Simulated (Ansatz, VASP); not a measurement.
**One calculation of La2O3, two programs**

```
La O
1.0
     3.93078    0.00000    0.00000
    -1.96539    3.40415    0.00000
     0.00000    0.00000    6.11195
La O
2 3
Direct
  0.33333 0.66667 0.24624
  0.66667 0.33333 0.75376
  0.00000 0.00000 0.00000
  0.33333 0.66667 0.64589
  0.66667 0.33333 0.35411
```

The cell is a database's computed one.

Alike in both runs: functional LDA; k mesh 8 × 8 × 5; occupations fermi-dirac, width 0.05 eV; no spin polarisation.

|  | VASP | Ansatz |
| --- | --- | --- |
| version | VASP 6.6.1 | Ansatz 0.2.0 |
| potentials or method | VASP PAW LDA potentials, release 64 (La, O) | Ansatz PAW |
| plane-wave cutoff (eV) | 520 | 420 |
| valence electrons in the cell | 40 | 40 |
| task | single point | band structure |

VASP gave:

```
gap on the k mesh at the Fermi level (eV)       : 3.77
least direct gap on the mesh (eV)               : 3.91
pressure (GPa)                                  : -6.4
largest component of the traceless stress (GPa) : 0.38
rms of the force components (eV/Å)              : 0.058
```

Task: What did Ansatz give for the same quantities?

Result: gap on the k mesh at the Fermi level (eV): 3.77; least direct gap on the mesh (eV): 3.92; pressure (GPa): -6.3; largest component of the traceless stress (GPa): 0.40; rms of the force components (eV/Å): 0.062.

Atom by atom the forces differ by 0.004 eV/Å (rms over components).

Caveats: spin-orbit coupling is left out, which moves the levels of the heavy elements; an odd mesh through Γ misses points on the zone boundary, where band edges often lie (VASP); the pressure holds a Pulay correction of +0.6 GPa for the finite cutoff (Ansatz); the PAW data sets come from PBE, with cores solved anew for the run's functional, which leaves a small shift of forces and pressure (Ansatz). A hybrid or GW would open this gap; LDA tends to underestimate it.
